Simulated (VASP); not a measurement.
# Ca (P6_3/mmc) in VASP: a series of runs

The runs below take Ca through single point, with PBE.

All numbers are computed with VASP 6.6.1; they aren't measurements. Logs are shortened: lines on timing, memory, paths and dates and some standing lists are left out, and cuts for length are marked.

### Step 1. The structure

Symmetry: P6_3/mmc, No. 194, hexagonal system. The conventional cell has a = 3.980 Å, b = 3.980 Å, c = 6.520 Å, α = 90.00°, β = 90.00°, γ = 120.00°. Ca (site symmetry -6m2) has 12 Ca at 3.98 to 3.99 Å as nearest neighbours.

This isn't the form of Ca at room conditions, which is fcc.

### Step 2. Single point, PBE

File INCAR:

```
SYSTEM = Ca
PREC = Accurate ; ENCUT = 520
EDIFF = 1E-6 ; ISMEAR = 0
SIGMA = 0.15 ; LREAL = .False.
LASPH = .True. ; NELM = 100
ALGO = Fast ; ISIF = 2
LWAVE = .False. ; LCHARG = .False.
GGA = PE ; NBANDS = 17
```

File KPOINTS:

```
regular mesh
0
Gamma
  15 15 8
  0 0 0
```

File POSCAR:

```
Ca
1.0
    3.9799995206      0.0000000000      0.0000000000
   -1.9899997603      3.4467806919      0.0000000000
    0.0000000000      0.0000000000      6.5200000000
Ca
2
Direct
    0.3333333333      0.6666666667      0.2500000000
    0.6666666667      0.3333333333      0.7500000000
```

Potentials or basis: VASP PAW PBE potentials, release 64 (Ca_sv).

Launch:

```sh
$ cat potpaw_PBE.64/Ca_sv/POTCAR > POTCAR
$ mpirun -np 1 vasp_std > vasp.out
```

OUTCAR:

```text
SYSTEM = Ca
   PREC = Accurate
   ENCUT = 520
   EDIFF = 1E-6
   ISMEAR = 0
   LREAL = .False.
   LASPH = .True.
   NELM = 100
   ISIF = 2
   GGA = PE

 ion  position               nearest neighbor table
   1  0.333  0.667  0.250-
   2  0.667  0.333  0.750-

  LATTYP: Found a hexagonal cell.
 ALAT       =     3.9799995206
 C/A-ratio  =     1.6381911521

  Lattice vectors:

 A1 = (   3.9799995206,   0.0000000000,   0.0000000000)
 A2 = (  -1.9899997603,   3.4467806919,   0.0000000000)
 A3 = (   0.0000000000,   0.0000000000,   6.5200000000)

Analysis of symmetry for initial positions (statically):
=====================================================================
 Subroutine PRICEL returns:
 Original cell was already a primitive cell.

 Routine SETGRP: Setting up the symmetry group for a
 hexagonal supercell.

 Subroutine GETGRP returns: Found 24 space group operations
 (whereof 12 operations were pure point group operations)
 out of a pool of 24 trial point group operations.

The static configuration has the point symmetry D_3d.
 The point group associated with its full space group is D_6h.

Analysis of symmetry for dynamics (positions and initial velocities):
=====================================================================
 Subroutine PRICEL returns:
 Original cell was already a primitive cell.

 Routine SETGRP: Setting up the symmetry group for a
 hexagonal supercell.

 Subroutine GETGRP returns: Found 24 space group operations
 (whereof 12 operations were pure point group operations)
 out of a pool of 24 trial point group operations.

The dynamic configuration has the point symmetry D_3d.
 The point group associated with its full space group is D_6h.

 Subroutine INISYM returns: Found 24 space group operations
 (whereof 12 operations are pure point group operations),
 and found     1 'primitive' translations

----------------------------------------------------------------------------------------

                                     Primitive cell

  volume of cell :      89.4426

  direct lattice vectors                    reciprocal lattice vectors
     3.979999521  0.000000000  0.000000000     0.251256312  0.145062899  0.000000000
    -1.989999760  3.446780692  0.000000000     0.000000000  0.290125798  0.000000000
     0.000000000  0.000000000  6.520000000     0.000000000  0.000000000  0.153374233

  length of vectors
     3.979999521  3.979999521  6.520000000     0.290125798  0.290125798  0.153374233

  position of ions in fractional coordinates (direct lattice)
     0.333333333  0.666666667  0.250000000
     0.666666667  0.333333333  0.750000000

  ion indices of the primitive-cell ions
   primitive index   ion index
                 1           1
                 2           2

----------------------------------------------------------------------------------------

 KPOINTS: regular mesh

Automatic generation of k-mesh.
 Grid dimensions read from file:
 generate k-points for:   15   15    8

 Generating k-lattice:

  Cartesian coordinates                     Fractional coordinates (reciprocal lattice)
     0.016750421  0.009670860  0.000000000     0.066666667 -0.000000000  0.000000000
     0.000000000  0.019341720  0.000000000     0.000000000  0.066666667  0.000000000
     0.000000000  0.000000000  0.019171779     0.000000000  0.000000000  0.125000000

  Length of vectors
     0.019341720  0.019341720  0.019171779

  Shift w.r.t. Gamma in fractional coordinates (k-lattice)
     0.000000000  0.000000000  0.000000000

 Subroutine IBZKPT returns following result:
 ===========================================

 Found    135 irreducible k-points:

 Following reciprocal coordinates:
            Coordinates               Weight
  0.000000  0.000000  0.000000      1.000000
  0.066667  0.000000  0.000000      6.000000
  0.133333  0.000000  0.000000      6.000000
  0.200000  0.000000  0.000000      6.000000
  0.266667  0.000000  0.000000      6.000000
  0.333333  0.000000  0.000000      6.000000
[... 16 lines left out ...]
  0.333333  0.200000  0.000000     12.000000
  0.400000  0.200000  0.000000      6.000000
 [... further k-points ...]
   k-points           NKPTS =    135   k-points in BZ     NKDIM =    135   number of bands    NBANDS=     17
   number of dos      NEDOS =    301   number of ions     NIONS =      2
   total plane-waves  NPLWV =  43200
   dimension x,y,z NGX =    30 NGY =   30 NGZ =   48
   dimension x,y,z NGXF=    60 NGYF=   60 NGZF=   96
   ions per type =               2
   NGX,Y,Z   is equivalent  to a cutoff of  12.53, 12.53, 12.24 a.u.
   NGXF,Y,Z  is equivalent  to a cutoff of  25.06, 25.06, 24.48 a.u.
 SYSTEM =  Ca
   PREC   = accura    normal or accurate (medium, high low for compatibility)
   ISTART =      0    job   : 0-new  1-cont  2-samecut
   ICHARG =      2    charge: 1-file 2-atom 10-const
   ISPIN  =      1    spin polarized calculation?
   LNONCOLLINEAR =      F non collinear calculations
   LSORBIT =      F    spin-orbit coupling
   LASPH  =      T    aspherical Exc in radial PAW
   ENCUT  =  520.0 eV  38.22 Ry    6.18 a.u.   7.40  7.40 12.12*2*pi/ulx,y,z
   NELM   =    100;   NELMIN=  2; NELMDL= -5     # of ELM steps
   EDIFF  = 0.1E-05   stopping-criterion for ELM
   LREAL  =      F    real-space projection
   EDIFFG = 0.1E-04   stopping-criterion for IOM
   NSW    =      0    number of steps for IOM
   IBRION =     -1    ionic relax: 0-MD 1-quasi-New 2-CG
   NFREE  =      0    steps in history (QN), initial steepest desc. (CG)
   ISIF   =      2    stress and relaxation
   ISYM   =      2    0-nonsym 1-usesym 2-fastsym
   POTIM  = 0.5000    time-step for ionic-motion
   TEBEG  =    0.0;   TEEND  =   0.0 temperature during run
   PSTRESS=    0.0 pullay stress
   NELECT =      20.0000    total number of electrons
   NUPDOWN=      -1.0000    fix difference up-down
   EMIN   =  10.00;   EMAX   =-10.00  energy-range for DOS
   EFERMI =   0.00;   METHOD = LEGACY
   ISMEAR =     0;   SIGMA  =   0.15  broadening in eV -4-tet -1-fermi 0-gaus
   EFERMI_NEDOS =   21; number of points for ismear=-14 and -15
   IALGO  =     68    algorithm
   IMIX   =      4    mixing-type and parameters
     AMIX     =   0.40;   BMIX     =  1.00
     AMIX_MAG =   1.60;   BMIX_MAG =  1.00
  volume/ion in A,a.u.               =      44.72       301.79
  Fermi-wavevector in a.u.,A,eV,Ry     =   0.993658  1.877741 13.433785  0.987355
  Thomas-Fermi vector in A             =   2.125555
   LORBIT       =      0    0 simple, 1 ext, 2 COOP (PROOUT), +10 PAW based schemes
   GGA     = PE    functional components
   LHFCALC =     F    Hartree Fock is set to
   AEXX    =    0.0000 exact exchange contribution
   IVDW    =     0    specifies the selected vdW correction
   LEPSILON=     F    determine dielectric tensor
   LRPA    =     F    only Hartree local field effects (RPA)
 non-spin polarized calculation
 RMM-DIIS sequential band-by-band and
 Gauss-broadening in eV      SIGMA  =   0.15
  energy-cutoff  :      520.00
  volume of cell :       89.44
 maximum number of plane-waves:      2442
 NGX is ok and might be reduce to    30

 number of electron      20.0000006 magnetization

 Free energy of the ion-electron system (eV)
  ---------------------------------------------------
  ext. energy  EPLUGINS =         0.00000000
  ---------------------------------------------------
  free energy    TOTEN  =        -3.85382974 eV

  energy without entropy =       -3.82569797  energy(sigma->0) =       -3.83976385

 E-fermi :   1.7921     XC(G=0):  -7.5576

 val. band max:        1.7820277754   @ k =   0.3333   0.3333   0.3750
 cond. band min:       1.7942723976   @ k =   0.3333   0.2667   0.3750
 fundamental gap:      0.0122446222
 Fermi energy:         1.7920658573

 k-point     1 :       0.0000    0.0000    0.0000
  band No.  band energies     occupation
      1     -40.4047      2.00000
      2     -40.3945      2.00000
      3     -21.4340      2.00000
      4     -21.3457      2.00000
      5     -21.3457      2.00000
      6     -21.3303      2.00000
[... 9 lines left out ...]
     16       4.2736      0.00000
     17       4.6451      0.00000

 k-point     2 :       0.0667    0.0000    0.0000
  band No.  band energies     occupation
      1     -40.4043      2.00000
      2     -40.3943      2.00000
      3     -21.4324      2.00000
      4     -21.3494      2.00000
      5     -21.3469      2.00000
      6     -21.3341      2.00000
[... 9 lines left out ...]
     16       4.3197      0.00000
     17       4.5940      0.00000

 k-point     3 :       0.1333    0.0000    0.0000
  band No.  band energies     occupation
      1     -40.4031      2.00000
      2     -40.3938      2.00000
      3     -21.4278      2.00000
      4     -21.3597      2.00000
      5     -21.3501      2.00000
      6     -21.3448      2.00000
[... 9 lines left out ...]
     16       4.3733      0.00000
     17       4.4710      0.00000

 k-point     4 :       0.2000    0.0000    0.0000
  band No.  band energies     occupation
      1     -40.4014      2.00000
      2     -40.3930      2.00000
      3     -21.4207      2.00000
      4     -21.3751      2.00000
      5     -21.3603      2.00000
      6     -21.3548      2.00000
[... 9 lines left out ...]
     16       4.3989      0.00000
     17       4.4223      0.00000
[... 343 lines left out ...]
      1     -40.3951      2.00000
      2     -40.3910      2.00000
      3     -21.4121      2.00000
      4     -21.4046      2.00000
      5     -21.3901      2.00000
      6     -21.3762      2.00000
[... 9 lines left out ...]
     16       4.9180      0.00000
     17       5.3294      0.00000

 k-point    23 :       0.3333    0.2000    0.0000
  band No.  band energies     occupation
      1     -40.3937      2.00000
      2     -40.3910      2.00000
      3     -21.4196      2.00000
      4     -21.4060      2.00000
      5     -21.3839      2.00000
      6     -21.3817      2.00000
[... 9 lines left out ...]
     16       5.1146      0.00000
     17       5.4236      0.00000

 k-point    24 :       0.4000    0.2000    0.0000
  band No.  band energies     occupation
      1     -40.3932      2.00000
      2     -40.3911      2.00000
      3     -21.4222      2.00000
      4     -21.4059      2.00000
      5     -21.3872      2.00000
      6     -21.3777      2.00000
[... 9 lines left out ...]
     16       5.2471      0.00000
     17       5.5185      0.00000

 [... further k-points ...]

------------------------ aborting loop because EDIFF is reached ----------------------------------------

  FORCE on cell =-STRESS in cart. coord.  units (eV):
  Direction    XX          YY          ZZ          XY          YZ          ZX
  --------------------------------------------------------------------------------------
  -------------------------------------------------------------------------------------
  Total       -0.4794002     -0.4794002     -0.4454641      0.0000000     -0.0000000      0.0000000
  in kB       -8.5874552     -8.5874552     -7.9795619      0.0000000     -0.0000000      0.0000000
  external PRESSURE =      -8.3848241 kB  Pullay stress =       0.0000000 kB

 VOLUME and BASIS-vectors are now :
 -----------------------------------------------------------------------------
  energy-cutoff  :      520.00
  volume of cell :       89.44
      direct lattice vectors                 reciprocal lattice vectors
     3.979999521  0.000000000  0.000000000     0.251256312  0.145062899  0.000000000
    -1.989999760  3.446780692  0.000000000     0.000000000  0.290125798  0.000000000
     0.000000000  0.000000000  6.520000000     0.000000000  0.000000000  0.153374233

 POSITION                                       TOTAL-FORCE (eV/Angst)
 -----------------------------------------------------------------------------------
     -0.00000      2.29785      1.63000         0.000000     -0.000000      0.000000
      1.99000      1.14893      4.89000        -0.000000      0.000000      0.000000
 -----------------------------------------------------------------------------------
    total drift:                               -0.000000      0.000000     -0.000000

  FREE ENERGIE OF THE ION-ELECTRON SYSTEM (eV)
  ---------------------------------------------------
  free  energy   TOTEN  =        -3.8538297441 eV

  energy  without entropy=       -3.8256979653  energy(sigma->0) =       -3.83976385
```

It took 3.5 min on 1 thread of Intel Xeon Platinum 8259CL at 2.50GHz (Skylake/Cascade Lake), shared host; peak memory 0.32 GiB.

Results:

| Property | Result |
| --- | --- |
| Free energy | -3.8538 eV |
| Pressure | -0.8 GPa |
| Band gap on the k mesh | none (metal or under the smearing width) |

### Step 3. Single point, PBE

File INCAR:

```
SYSTEM = Ca
ALGO     = Fast           ! electronic algorithm
EDIFF    = 1E-6           ! SCF threshold, eV
ENCUT    = 520            ! plane-wave cutoff, eV
GGA      = PE             ! functional
ISIF     = 2              ! what is computed and relaxed
ISMEAR   = 0              ! smearing method
LASPH    = .TRUE.         ! aspherical terms in the spheres
LCHARG   = .FALSE.        ! write CHGCAR
LREAL    = .FALSE.        ! projectors in reciprocal space
LWAVE    = .FALSE.        ! write WAVECAR
NBANDS   = 17             ! bands
NELM     = 100            ! most SCF steps
PREC     = Accurate       ! precision mode
SIGMA    = 0.15           ! smearing width, eV
```

File KPOINTS:

```
k-points
0
G
  15 15 8
  0 0 0
```

POSCAR is that of step 2.

Potentials or basis: VASP PAW PBE potentials, release 64 (Ca_sv).

Launch:

```sh
$ cat potpaw_PBE.64/Ca_sv/POTCAR > POTCAR
$ mpirun -np 1 vasp_std > vasp.out
```

It took 3.4 min on 1 thread of Intel Xeon Platinum 8259CL at 2.50GHz (Skylake/Cascade Lake), shared host; peak memory 0.31 GiB.

The run converged. Its results:

| Quantity | Value |
| --- | --- |
| Free energy | -3.8538 eV |
| Pressure | -0.8 GPa |
| Band gap on the k mesh | none (metal or under the smearing width) |

Levels at points of the mesh, in eV from the Fermi level:
| k point | band 6 | band 7 | band 8 | band 9 | band 10 | band 11 | band 12 | band 13 | band 14 | band 15 |
| --- | --- | --- | --- | --- | --- | --- | --- | --- | --- | --- |
| (0.00, 0.00, 0.00) | -23.12 | -23.12 | -23.12 | -3.98 | -1.04 | -0.27 | 2.18 | 2.19 | 2.19 | 2.48 |
| (0.00, 0.00, 0.50) | -23.13 | -23.13 | -23.13 | -3.01 | -3.01 | 1.34 | 1.34 | 2.18 | 2.18 | 2.18 |

### Step 4. Single point, PBE

File INCAR:

```
PREC = Accurate ; ENCUT = 520
EDIFF = 1E-6 ; ISMEAR = 0
SIGMA = 0.15 ; LREAL = False
LASPH = True ; NELM = 100
ALGO = Fast ; ISIF = 2
LWAVE = False ; LCHARG = False
GGA = PE ; NBANDS = 17
```

File KPOINTS:

```
regular mesh
0
Gamma
  15 15 8
```

POSCAR is that of step 3.

Launch:

```sh
$ cat potpaw_PBE.64/Ca_sv/POTCAR > POTCAR
$ mpirun -np 1 vasp_std > vasp.out
```

Run time: 3.4 min. Hardware: 1 thread of Intel Xeon Platinum 8259CL at 2.50GHz (Skylake/Cascade Lake), shared host; peak memory 0.32 GiB.

It converged, with:

```yaml
Free_energy: -3.8538 eV
Pressure: -0.8 GPa
Band_gap_on_the_k_mesh: none (metal or under the smearing width)
```

Levels at points of the mesh, in eV from the Fermi level:
```
           k point  band 6  band 7  band 8  band 9  band 10  band 11  band 12  band 13  band 14  band 15
(0.00, 0.00, 0.00)  -23.12  -23.12  -23.12   -3.98    -1.04    -0.27     2.18     2.19     2.19     2.48
(0.00, 0.00, 0.50)  -23.13  -23.13  -23.13   -3.01    -3.01     1.34     1.34     2.18     2.18     2.18
```
